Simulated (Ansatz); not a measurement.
Cs2AgBiBr6:

```
Bi Cs Ag Br
1.0
     0.00000    5.61610    5.61610
     5.61610    0.00000    5.61610
     5.61610    5.61610    0.00000
Bi Cs Ag Br
1 2 1 6
Direct
  0.00000 0.00000 0.00000
  0.75000 0.75000 0.75000
  0.25000 0.25000 0.25000
  0.50000 0.50000 0.50000
  0.74945 0.74945 0.25055
  0.25055 0.25055 0.74945
  0.74945 0.25055 0.25055
  0.74945 0.25055 0.74945
  0.25055 0.74945 0.74945
  0.25055 0.74945 0.25055
```

Base run:

* Program: Ansatz 0.2.0
* Functional: LDA
* Potentials or basis: Ansatz PAW
* Cutoff: 420 eV
* Density cutoff: 1680 eV
* k mesh: 4 × 4 × 4
* Occupations: fermi-dirac, width 0.05 eV
* Spin: no spin polarisation
* Hubbard terms: Ag d U = 6 eV

Its results: band gap on the k mesh 1.48 eV, indirect (least direct gap 2.52 eV); pressure -1.3 GPa; largest force 0.186 eV/Å.

Question: The run is repeated on the same cell with these changes: hubbard terms from Ag d U = 6 eV to none; hubbard projectors from ortho-atomic (the default) to none. What comes out?

Answer: Band gap on the k mesh 1.10 eV, indirect (least direct gap 2.33 eV); pressure -1.5 GPa; largest force 0.329 eV/Å.

The U term pushes filled and empty states of the shell apart.

Caveats: spin-orbit coupling is left out, which as a rule narrows the gap of such compounds by several tenths of an eV; the PAW data sets come from PBE, with cores solved anew for the run's functional, which leaves a small shift of forces and pressure; the density of states is complete only up to the lowest level of the last band computed (some runs).

Not every run made on this cell is shown here.
